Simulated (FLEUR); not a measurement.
Ti: band structure with SCAN

The system is Ti.

```
Ti
1.0
     2.95000    0.00000    0.00000
    -1.47500    2.55477    0.00000
     0.00000    0.00000    4.68000
Ti
2
Direct
  0.66667 0.33333 0.75000
  0.33333 0.66667 0.25000
```

```
Program                  : FLEUR MaX-R8.1 (later development tree)
Task                     : band structure
Functional               : SCAN
Potentials or basis      : all-electron
Basis                    : FLAPW
Kmax                     : 4.1 1/bohr
k mesh                   : 10 × 10 × 6
Occupations              : fermi-dirac, width 0.05 eV
Spin                     : no spin polarisation
Gmax                     : 12.7 1/bohr
Muffin-tin radii         : Ti 2.53 bohr
lmax                     : Ti 10
lnonsphr                 : Ti 10
Local orbitals a species : Ti 5
Max iterations           : 80
Mixing factor            : 0.05
Mixer                    : Anderson
Mixer history            : 30
Density convergence      : 0.0001 me/bohr^3
```

```json
{"Band gap along the path": "none (metal or under the smearing width)", "Valence electrons inside the program's atomic spheres": "Ti 10.59 (radii Ti 2.53 bohr)"}
```

Levels at the corners of the path, in eV from the Fermi level:
| point | band 8 | band 9 | band 10 | band 11 | band 12 | band 13 | band 14 | band 15 | band 16 | band 17 |
| --- | --- | --- | --- | --- | --- | --- | --- | --- | --- | --- |
| Γ | -34.12 | -6.56 | -2.83 | 0.56 | 0.87 | 0.87 | 0.91 | 1.37 | 1.37 | 1.80 |
| M | -34.19 | -2.49 | -2.22 | -1.85 | -0.82 | 0.62 | 0.70 | 1.21 | 3.50 | 3.73 |
| K | -34.37 | -1.65 | -1.52 | -1.52 | -1.39 | 0.31 | 0.31 | 1.59 | 3.16 | 3.16 |
| Γ | -34.12 | -6.56 | -2.83 | 0.56 | 0.87 | 0.87 | 0.91 | 1.37 | 1.37 | 1.80 |
| A | -34.17 | -4.65 | -4.65 | 0.05 | 0.05 | 0.78 | 0.78 | 0.78 | 0.78 | 2.99 |
| L | -34.28 | -2.61 | -2.61 | -0.85 | -0.85 | 1.21 | 1.21 | 1.90 | 1.90 | 3.64 |
| H | -34.24 | -1.28 | -1.28 | -1.06 | -1.06 | -0.33 | -0.33 | 1.81 | 1.81 | 3.29 |
| A | -34.17 | -4.65 | -4.65 | 0.05 | 0.05 | 0.78 | 0.78 | 0.78 | 0.78 | 2.99 |
| L | -34.28 | -2.61 | -2.61 | -0.85 | -0.85 | 1.21 | 1.21 | 1.90 | 1.90 | 3.64 |
| M | -34.19 | -2.49 | -2.22 | -1.85 | -0.82 | 0.62 | 0.70 | 1.21 | 3.50 | 3.73 |
| K | -34.37 | -1.65 | -1.52 | -1.52 | -1.39 | 0.31 | 0.31 | 1.59 | 3.16 | 3.16 |
| H | -34.24 | -1.28 | -1.28 | -1.06 | -1.06 | -0.33 | -0.33 | 1.81 | 1.81 | 3.29 |

Core levels (eV from the Fermi level):
| atom | levels |
| --- | --- |
| 1 Ti | 1s1/2 -4863.4, 2s1/2 -531.7, 2p1/2 -442.6, 2p3/2 -436.9 |
| 2 Ti | 1s1/2 -4863.4, 2s1/2 -531.7, 2p1/2 -442.6, 2p3/2 -436.9 |

It took 44 s on 1 thread of Intel(R) Xeon(R) Platinum 8488C (Sapphire Rapids), with other jobs on the host, peak memory 0.09 GiB.

Caveat: the meta-GGA is that of a development version, with a GGA for the radial functions and cores and without core tails.
